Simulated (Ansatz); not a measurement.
Zincblende AlP, relaxed with r2SCAN in Ansatz 0.2.0. The symmetry is F-43m (No. 216, cubic); a = 5.479 Å in the conventional setting, 20.55 Å³ an atom. Around Al lie 4 P at 2.37 Å; around P lie 4 Al at 2.37 Å.

The axes x, y and z are those of this cell:
```
CELL_PARAMETERS angstrom
0.00000 2.73926 2.73926
2.73926 0.00000 2.73926
2.73926 2.73926 0.00000
ATOMIC_POSITIONS crystal
Al 0.00000 0.00000 0.00000
P 0.25000 0.25000 0.25000
```

Unstrained: With PBE the valence top lies at Γ and the conduction bottom at X, 1.602 eV higher; the smallest vertical gap, at Γ, is 3.221 eV. The r2SCAN gap is indirect, 1.927 eV (Γ to X), below the direct gap of 3.908 eV at Γ. With HSE06 the valence top lies at Γ and the conduction bottom at X, 2.285 eV higher; the smallest vertical gap, at Γ, is 4.157 eV. Meshes: PBE 8×8×8, r2SCAN 8×8×8, HSE06 6×6×6. Strains are changes of length per length. After each strain the atoms were relaxed again with r2SCAN within the symmetry that the strain leaves, so tilts or polar shifts that break it weren't tested; points keep the names that they have in the unstrained zone. The values are computed, spin-unpolarised, and not measurements.

Task: Apply isotropic -1.0 % on every length. How far does the gap move, against the unstrained cell?

Result: PBE: the gap goes from 1.602 to 1.541 eV (-0.061 eV). r2SCAN: the gap goes from 1.927 to 1.871 eV (-0.056 eV). HSE06: the gap goes from 2.285 to 2.227 eV (-0.058 eV). The r2SCAN energy rises by 5.4 meV an atom.

Task: Estimate what isotropic +2.0 % on every length does to the gap.

Result: PBE: the gap goes from 1.602 to 1.710 eV (+0.108 eV). r2SCAN: the gap goes from 1.927 to 2.026 eV (+0.099 eV). HSE06: the gap goes from 2.285 to 2.389 eV (+0.104 eV). The r2SCAN energy rises by 19.6 meV an atom.

Task: Apply isotropic -2.0 % on every length. How far does the gap move, against the unstrained cell?

Result: PBE: the gap goes from 1.602 to 1.477 eV (-0.125 eV). r2SCAN: the gap goes from 1.927 to 1.810 eV (-0.117 eV). HSE06: the gap goes from 2.285 to 2.164 eV (-0.121 eV). The r2SCAN energy rises by 22.3 meV an atom.

Task: Estimate what isotropic -4.0 % on every length does to the gap.

Result: PBE: the gap goes from 1.602 to 1.335 eV (-0.267 eV). r2SCAN: the gap goes from 1.927 to 1.675 eV (-0.252 eV). HSE06: the gap goes from 2.285 to 2.024 eV (-0.261 eV). The r2SCAN energy rises by 94.8 meV an atom.

Task: Apply isotropic -3.0 % on every length. How far does the gap move, against the unstrained cell?

Result: PBE: the gap goes from 1.602 to 1.408 eV (-0.194 eV). r2SCAN: the gap goes from 1.927 to 1.745 eV (-0.182 eV). HSE06: the gap goes from 2.285 to 2.096 eV (-0.189 eV). The r2SCAN energy rises by 51.7 meV an atom.

Task: Apply isotropic +1.0 % on every length. How far does the gap move, against the unstrained cell?

Result: PBE: the gap goes from 1.602 to 1.658 eV (+0.056 eV). r2SCAN: the gap goes from 1.927 to 1.978 eV (+0.051 eV). HSE06: the gap goes from 2.285 to 2.339 eV (+0.054 eV). The r2SCAN energy rises by 5.0 meV an atom.

Task: Apply isotropic +3.0 % on every length. How far does the gap move, against the unstrained cell?

Result: PBE: the gap goes from 1.602 to 1.760 eV (+0.158 eV). r2SCAN: the gap goes from 1.927 to 2.070 eV (+0.143 eV). HSE06: the gap goes from 2.285 to 2.435 eV (+0.150 eV). The r2SCAN energy rises by 42.8 meV an atom.

Task: Estimate what isotropic +4.0 % on every length does to the gap.

Result: PBE: the gap goes from 1.602 to 1.805 eV (+0.203 eV). r2SCAN: the gap goes from 1.927 to 2.110 eV (+0.183 eV). HSE06: the gap goes from 2.285 to 2.477 eV (+0.192 eV). The r2SCAN energy rises by 73.9 meV an atom.

The meshes of the hybrids are coarse, so their gaps aren't converged to the digits shown.
